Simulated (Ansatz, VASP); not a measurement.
**Cross-check of Cd8F15 (V_F) between VASP and Ansatz**

Wanted: the spread between two codes on one cell, functional and k mesh. The cell is taken from a series of runs on this material, whose earlier steps may have relaxed, scaled, displaced or heated it; both programs get it as it stands.

Main program and level: Ansatz 0.2.0; plane waves, with VASP 6.6.1 beside it; single point at HSE06.

## 1. Set-up

The cell holds 23 atoms: 8 Cd and 15 F. Its edges and angles: a = 7.752 Å, b = 7.752 Å, c = 7.752 Å, α = 60.0°, β = 60.0°, γ = 60.0°. It derives from CdF2 (CdF2 (Fm-3m)). Nearest the centre at fractional (0.375, 0.375, 0.375): Cd6 at 2.42 Å, Cd8 at 2.43 Å, Cd7 at 2.43 Å, Cd4 at 2.43 Å, F18 at 2.57 Å, F20 at 2.58 Å, F16 at 2.58 Å, F14 at 2.58 Å. The cell carries charge −1.

As a file:

```
Cd F
1.0
     0.00000    5.48123    5.48123
     5.48123    0.00000    5.48123
     5.48123    5.48123    0.00000
Cd F
8 15
Direct
  0.99895 0.00179 0.00055
  0.00041 0.00160 0.49758
  0.99966 0.49908 0.00003
  0.99104 0.50390 0.50219
  0.49716 0.00154 0.99962
  0.50187 0.99287 0.50229
  0.50147 0.50380 0.99134
  0.50237 0.50381 0.50228
  0.12394 0.12622 0.12420
  0.13876 0.14057 0.60949
  0.37406 0.37562 0.87548
  0.13769 0.61204 0.13919
  0.37460 0.87658 0.37320
  0.14003 0.61074 0.60960
  0.37317 0.87614 0.87485
  0.61044 0.14051 0.13928
  0.87431 0.37556 0.37441
  0.60857 0.14097 0.61048
  0.87448 0.37620 0.87401
  0.60919 0.61066 0.13932
  0.87451 0.87628 0.37539
  0.62412 0.62631 0.62435
  0.87379 0.87577 0.87432
```

## 2. VASP: single point, HSE06

With cell and atoms fixed, the geometry can't cause a difference; cores, projectors, grids and the points listed under the comparison can.

Lines of VASP's logs that name or quote its potential files are left out, and so is its time.

The run reads the wave functions of an earlier VASP run, which isn't shown here.

INCAR

```
SYSTEM = Cd8F15
PREC = Accurate
ENCUT = 520
EDIFF = 1E-06
NELM = 100
ISMEAR = 0
SIGMA = 0.01
LREAL = Auto
ALGO = Normal
LHFCALC = .TRUE.
AEXX = 0.25
GGA = PE
HFSCREEN = 0.208
LASPH = .TRUE.
NELECT = 202
NBANDS = 125
PRECFOCK = Fast
LORBIT = 11
LWAVE = .FALSE.
LCHARG = .FALSE.
ISIF = 2
```

POSCAR

```
Cd8F15
1.0
    0.0000000000      5.4812345704      5.4812345704
    5.4812345704      0.0000000000      5.4812345704
    5.4812345704      5.4812345704      0.0000000000
Cd F
8 15
Direct
    0.9989453543      0.0017888216      0.0005473222
    0.0004051128      0.0015986043      0.4975768797
    0.9996619394      0.4990790384      0.0000284473
    0.9910436890      0.5038953954      0.5021875134
    0.4971566873      0.0015436709      0.9996158353
    0.5018711716      0.9928732266      0.5022936481
    0.5014721521      0.5037970574      0.9913433782
    0.5023666743      0.5038122262      0.5022770030
    0.1239386179      0.1262205923      0.1241997532
    0.1387550592      0.1405660952      0.6094860733
    0.3740579074      0.3756161711      0.8754799738
    0.1376865924      0.6120431123      0.1391891888
    0.3745984518      0.8765778589      0.3731996462
    0.1400315718      0.6107434037      0.6095973613
    0.3731651093      0.8761370665      0.8748486768
    0.6104447542      0.1405094032      0.1392845116
    0.8743147553      0.3755625336      0.3744125215
    0.6085696040      0.1409743557      0.6104804980
    0.8744784107      0.3762049910      0.8740077695
    0.6091903441      0.6106559641      0.1393233732
    0.8745076172      0.8762776880      0.3753919647
    0.6241177575      0.6263143778      0.6243515712
    0.8737891713      0.8757683174      0.8743235534
```

KPOINTS

```
Automatic mesh
0
Gamma
1 1 1
0 0 0
```

The projector-augmented-wave data sets are Cd and F (PBE family, release 64).

Started as:

```
> export OMP_NUM_THREADS=3
> mpirun -np 1 vasp_gam
```

Numbers of over 12 decimals in the logs are rounded to 6 here.

The log of the run:

```text
[banner, memory and clock lines left out]
running    1 mpi-ranks, on    1 nodes
 distrk:  each k-point on    1 cores,    1 groups
 distr:  one band on    1 cores,    1 groups
 Offloading initialized ...    1 GPUs detected
 POSCAR found type information on POSCAR CdF
 POSCAR found :  2 types and      23 ions
 LDA part: xc-table for (Slater+PW92), standard interpolation
 found WAVECAR, reading the header
 POSCAR, INCAR and KPOINTS ok, starting setup
 FFT: planning ... GRIDC
 FFT: planning ... GRID_SOFT
 FFT: planning ... GRID
 reading WAVECAR
 the WAVECAR file was read successfully
 initial charge from wavefunction
 entering main loop
       N       E                     dE             d eps       ncg     rms          rms(c)
DAV:   1    -0.107655950556E+03   -0.10766E+03   -0.41489E+00   260   0.758E+00    0.277E+00
DAV:   2    -0.107643186775E+03    0.12764E-01   -0.27338E-01   268   0.178E+00    0.213E+00
DAV:   3    -0.107621916140E+03    0.21271E-01   -0.78780E-02   263   0.105E+00    0.134E+00
DAV:   4    -0.107619479370E+03    0.24368E-02   -0.55191E-03   263   0.369E-01    0.808E-01
DAV:   5    -0.107617951562E+03    0.15278E-02   -0.15253E-03   263   0.198E-01    0.480E-01
DAV:   6    -0.107617545744E+03    0.40582E-03   -0.29441E-04   268   0.797E-02    0.286E-01
DAV:   7    -0.107617403238E+03    0.14251E-03   -0.57427E-05   263   0.438E-02    0.172E-01
DAV:   8    -0.107617361605E+03    0.41633E-04   -0.31861E-05   268   0.272E-02    0.106E-01
DAV:   9    -0.107617349834E+03    0.11771E-04   -0.77573E-06   268   0.142E-02    0.657E-02
DAV:  10    -0.107617346416E+03    0.34181E-05   -0.24213E-06   180   0.821E-03    0.396E-02
DAV:  11    -0.107617345545E+03    0.87054E-06   -0.10953E-06   164   0.554E-03
   1 F= -.10761735E+03 E0= -.10761735E+03  d E =-.648613E-91
```

From OUTCAR (step 2):

```text
NELECT = 202

 ion  position               nearest neighbor table
   1  0.999  0.002  0.001-   9 2.36  15 2.37  19 2.37  21 2.37  23 2.39  16 2.46  12 2.47  10 2.48

  LATTYP: Found a face centered cubic cell.
 ALAT       =    10.9624691408

 Subroutine GETGRP returns: Found  1 space group operations
 (whereof  1 operations were pure point group operations)

The static configuration has the point symmetry C_1 .

 Found      1 irreducible k-points:

   k-points           NKPTS =      1   k-points in BZ     NKDIM =      1   number of bands    NBANDS=    125

   dimension x,y,z NGX =    60 NGY =   60 NGZ =   60
   dimension x,y,z NGXF=   120 NGYF=  120 NGZF=  120

   ENCUT  =  520.0 eV  38.22 Ry    6.18 a.u.  14.41 14.41 14.41*2*pi/ulx,y,z

 k-points in reciprocal lattice and weights: Automatic mesh
   0.00000000  0.00000000  0.00000000       1.000

  exchange ACFDT corr.  =         0.00000000  see jH, gK, PRB 81, 115126

 average (electrostatic) potential at core
       1 -33.2932       2 -33.2932       3 -33.2933       4 -33.2008       5 -33.2933
       6 -33.2009       7 -33.2005       8 -33.1968       9 -70.9510      10 -71.0712
      11 -70.9847      12 -71.0712      13 -70.9850      14 -71.0693      15 -70.9822
      16 -71.0719      17 -70.9846      18 -71.0681      19 -70.9810      20 -71.0694
      21 -70.9824      22 -71.2750      23 -71.2911

 E-fermi :   0.6568

 k-point     1 :       0.0000    0.0000    0.0000
  band No.  band energies     occupation
    ...
     97      -3.6276      2.00000
     98      -3.4418      2.00000
     99      -3.4403      2.00000
    100      -3.4385      2.00000
    101       0.5137      2.00000
    102       4.8316      0.00000
    103       5.2671      0.00000
    104       5.2682      0.00000
    105       5.2700      0.00000
    106       6.3092      0.00000
    ...

  Total        5.0299620      5.0771308      5.0305352      0.0168066      0.0227490      0.0278402
  in kB       24.4686566     24.6981130     24.4714450      0.0817572      0.1106641      0.1354307
  external PRESSURE =      24.5460715 kB  Pullay stress =       0.0000000 kB

  energy-cutoff  :      520.00
  volume of cell :      329.36
      direct lattice vectors                 reciprocal lattice vectors
     0.000000000  5.481234570  5.481234570    -0.091220325  0.091220325  0.091220325
     5.481234570  0.000000000  5.481234570     0.091220325 -0.091220325  0.091220325
     5.481234570  5.481234570  0.000000000     0.091220325  0.091220325 -0.091220325

 POSITION                                       TOTAL-FORCE (eV/Angst)
 -----------------------------------------------------------------------------------
      0.01280      5.47845      5.48526        -0.002071      0.005317      0.008214
      2.73610      2.72956      0.01098        -0.002787     -0.006941     -0.001786
      2.73573      5.47954      8.21495        -0.002906      0.004004     -0.002825
      5.51458      8.18475      8.19411         0.024469     -0.025087     -0.026950
      5.48759      8.20416      2.73349         0.007214      0.000020     -0.003010
      8.19536      5.50406      8.19304        -0.023249      0.024633     -0.024503
      8.19522      8.18247      5.51012        -0.024626     -0.024910      0.025699
      5.51461      5.50669      5.51510         0.023659      0.022285      0.021881
      1.37261      1.36010      1.37118         0.000137     -0.000882     -0.000056
      4.11121      4.10129      1.53102         0.001937      0.003833     -0.004548
      6.85755      6.84901      4.10914        -0.003848     -0.004331     -0.004387
      4.11768      1.51762      4.10944        -0.004825     -0.006047      0.003683
      6.85032      4.09886      6.85799         0.002738     -0.000755     -0.003830
      6.68897      4.10889      4.11517         0.009139     -0.002906     -0.004332
      9.59756      6.84066      6.84772         0.005653      0.001595      0.003011
      1.53362      4.10944      4.11616        -0.005309     -0.002535     -0.001301
      4.11079      6.84457      6.85087        -0.005185      0.001006      0.001717
      4.11890      6.68190      4.10843        -0.003559      0.006632      0.001224
      6.85271      9.58386      6.85529         0.002418      0.007566     -0.002673
      4.11081      4.10278      6.68626         0.003206      0.002995      0.008801
      6.86069      6.85099      9.59646        -0.003091     -0.003923      0.004236
      6.85519      6.84315      6.85391        -0.000874     -0.000036     -0.000541
      9.59266      9.58182      9.58973         0.001760     -0.001534      0.002276
 -----------------------------------------------------------------------------------
    total drift:                               -0.002225      0.004735      0.000351

  FREE ENERGIE OF THE ION-ELECTRON SYSTEM (eV)
  ---------------------------------------------------
  free  energy   TOTEN  =      -107.6173455452 eV

  energy  without entropy=     -107.6173455452  energy(sigma->0) =     -107.61734555

 total charge
# of ion       s       p       d       tot
------------------------------------------
    1        0.263   0.147   9.695  10.105
    2        0.263   0.147   9.695  10.105
    3        0.263   0.147   9.695  10.105
    4        0.278   0.171   9.701  10.150
    5        0.263   0.147   9.695  10.105
    6        0.278   0.171   9.701  10.150
    7        0.278   0.171   9.701  10.150
    8        0.278   0.171   9.702  10.150
    9        1.755   4.371   0.000   6.126
   10        1.758   4.358   0.000   6.115
   11        1.756   4.369   0.000   6.124
   12        1.758   4.358   0.000   6.115
   13        1.756   4.369   0.000   6.124
   14        1.758   4.358   0.000   6.115
   15        1.756   4.369   0.000   6.124
   16        1.758   4.358   0.000   6.115
   17        1.756   4.369   0.000   6.124
   18        1.758   4.358   0.000   6.115
   19        1.756   4.369   0.000   6.124
   20        1.758   4.358   0.000   6.115
   21        1.756   4.369   0.000   6.124
   22        1.754   4.385   0.000   6.139
   23        1.759   4.349   0.000   6.108
--------------------------------------------------
tot         28.513  66.733  77.585 172.831
```

The run ends at a pressure of 2.45 GPa, with forces up to 0.044 eV/Å.

(Part 1 of 2 ends here.)

[Lines on the potential files, build, host, timing and source positions are cut from VASP's logs without a mark.]

[Logs are printed without paths, hosts, clocks, repeated set-up lines and the standing remarks that a program may print on its own settings, such as how far it seeks lower states.]

[Hosts, paths, dates, database ids (printed as entryN), source tags and the programs' standing remarks are cut or masked in the printed files.]
